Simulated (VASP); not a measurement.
Fe:

```
Fe
1.0
    -1.44300    1.44300    1.44300
     1.44300   -1.44300    1.44300
     1.44300    1.44300   -1.44300
Fe
1
Direct
  0.00000 0.00000 0.00000
```

Base run:

| Quantity | Value |
| --- | --- |
| Program | VASP 6.6.1 |
| Functional | PBE |
| Potentials or basis | VASP PAW PBE potentials, release 64 (Fe) |
| Cutoff | 520 eV |
| k mesh | 13 × 13 × 13 |
| Occupations | fermi-dirac, width 0.05 eV |
| Spin | collinear spin, ferromagnetic start |
| Starting moments | [3.0] μB |

Its results: net moment 2.28 μB per cell; site moments Fe +2.37 μB.

Q: After a change of settings the same cell gave: net moment 2.65 μB per cell; site moments Fe +2.73 μB. Which change was it?
A. functional from PBE to r2SCAN
B. functional from PBE to PBEsol; further incar settings from ALGO = Normal; EDIFF = 1e-06 to ALGO = Fast; EDIFF = 1e-07; NBANDS = 14
C. occupations from fermi-dirac, width 0.05 eV to gaussian, width 0.026 eV; further incar settings from ALGO = Normal; EDIFF = 1e-06 to ALGO = Fast; EDIFF = 1e-06
D. occupations from fermi-dirac, width 0.05 eV to gaussian, width 0.028 eV

A: A.

Not every run made on this cell is shown here.
